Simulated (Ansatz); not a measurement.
# TiO: how settings move the results

The task here is to estimate one member of a computed series from the others.

Program: Ansatz 0.2.0. Level of theory: DFT PBEsol, scalar-relativistic, plane waves, PAW. These are calculated values, not measurements.

2 further runs of the same task are left out: 2 for a known fault of the program.

## The system as given

It takes space group P-6m2 (No. 187, hexagonal). The conventional cell has a = 3.031 Å, b = 3.031 Å, c = 3.238 Å, α = 90.00°, β = 90.00°, γ = 120.00°. Ti (site symmetry -6m2) is surrounded by 6 O at 2.38 Å. O (site symmetry -6m2) is surrounded by 6 Ti at 2.38 Å.

As a file:

```
Ti O
1.0
     3.03100    0.00000    0.00000
    -1.51550    2.62492    0.00000
     0.00000    0.00000    3.23770
Ti O
1 1
Direct
  0.66667 0.33333 0.00000
  0.00000 0.00000 0.50000
```

Source of the structure: the Crystallography Open Database. It is taken as it stands there.

## The base input

input.yaml reads:

```yaml
crystal:
  lattice:
    - [3.0309987015, 0.0, 0.0]
    - [-1.5154993507, 2.6249218743, 0.0]
    - [0.0, 0.0, 3.2377]
  atoms:
    - { symbol: Ti, position: [0.6666666667, 0.3333333333, 0.0] }
    - { symbol: O, position: [0.0, 0.0, 0.5] }
basis:
  ecutwfc: 420
kpoints:
  mp_grid: { grid: [18, 18, 14] }
hamiltonian:
  xc: pbesol
scf:
  occupations: { method: gaussian, width: 0.1 }
output:
  forces: true
  stress: true
  eigenvalues: true
  populations: true
  write_density: true
  write_potential: true
  elf: true
  volumetric_format: npy
```

It was run beforehand and gave: -1518.0869 eV/atom at zero smearing, pressure -40.40 GPa, largest force 0.000 eV/Å, no gap on the mesh, in 6 SCF cycles and 3.3 s.

The first run:

input.yaml reads:

```yaml
crystal:
  lattice:
    - [3.0309987015, 0.0, 0.0]
    - [-1.5154993507, 2.6249218743, 0.0]
    - [0.0, 0.0, 3.2377]
  atoms:
    - { symbol: Ti, position: [0.6666666667, 0.3333333333, 0.0] }
    - { symbol: O, position: [0.0, 0.0, 0.5] }
basis:
  ecutwfc: 420
kpoints:
  mp_grid: { grid: [1, 1, 1] }
hamiltonian:
  xc: pbesol
scf:
  occupations: { method: gaussian, width: 0.1 }
output:
  forces: true
  stress: true
  eigenvalues: true
```

Command:

```
> ansatz run input.yaml --threads 1 --pin off --max-ram 2560MiB --backend cpu --events-out ev --progress --plain --runs-dir out
```

Among the steps run: K-point mesh set to 1×1×1; K-point mesh set to 3×3×2; K-point mesh set to 3×3×4; K-point mesh set to 6×6×4; K-point mesh set to 6×6×6; K-point mesh set to 12×12×8; K-point mesh set to 12×12×10; K-point mesh set to 18×18×12; K-point mesh: 24×24×16; K-point mesh: 24×24×18; K-point mesh: 24×24×22.

One of the session's tables, all rows but one given; the rest of the session is left out.

It belongs to the step «What the k-point mesh changes». 

| mesh | ΔE (meV/atom) | pressure (GPa) |
| --- | --- | --- |
| 1×1×1 | 2000 | -12.42 |
| 3×3×2 | ? | ? |
| 3×3×4 | 27.1 | -40.24 |
| 6×6×4 | 0.53 | -40.35 |
| 6×6×6 | -1.03 | -40.40 |
| 12×12×8 | 0.05 | -40.40 |
| 12×12×10 | 0.04 | -40.40 |
| 18×18×12 | 0.01 | -40.40 |
| 18×18×14 | 0.00 | -40.40 |
| 24×24×16 | 0.00 | -40.40 |
| 24×24×18 | 0.00 | -40.40 |
| 24×24×22 | 0.00 | -40.40 |

Estimate the missing values for 3×3×2.

As computed: ΔE (meV/atom): 51.5; pressure (GPa): -40.12. In the column «ΔE (meV/atom)» it lies between 3×3×4 (27.1) and 1×1×1 (2000).

Caveats from the session: The error changes sign along the series, since a k mesh isn't variational, and a metal needs dense meshes to resolve its Fermi surface. Spin polarisation is off in the runs that give these values; a magnetic solution could lie lower.
